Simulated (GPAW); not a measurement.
The system is CdGeAs2.

```xyz
8
Lattice="-2.9889 2.9889 5.6643 2.9889 -2.9889 5.6643 2.9889 2.9889 -5.6643" Properties=species:S:1:pos:R:3 pbc="T T T"
Cd    0.0000    0.0000    5.6643
Cd    2.9889    0.0000    2.8321
As    1.4944    1.3224   -1.4161
As    1.6665   -1.4944    7.0804
As    1.4944    1.6665    4.2482
As    1.3224    4.4833    1.4161
Ge    0.0000    2.9889    2.8321
Ge    0.0000    0.0000    0.0000
```

The cell is a database's computed one.

Program: GPAW 26.7.0. Alike in all runs: no spin polarisation; cell as given; cutoff (eV) 600; smearing fermi-dirac 0.05 eV.

Question: Order these runs on this cell by their pressure, lowest first.
A. level PBE; potentials or basis GPAW PAW data sets (gpaw-data 1.2.1), pw; k mesh 6 × 6 × 6
B. level PBEsol; potentials or basis PAW data sets generated in the run's folder for this functional, pw; k mesh 4 × 4 × 4; band path GXYSGZS1NPY1Z,XP; band points 80
C. level LDA; potentials or basis the program's PAW data sets (release 1.2.1) made for this functional, pw; k mesh 4 × 4 × 4; band path GXYSGZS1NPY1Z,XP; band points 80

Answer: C (-2.5 GPa), B (-0.7 GPa), A (2.2 GPa).

Not every run made on this cell is shown here.
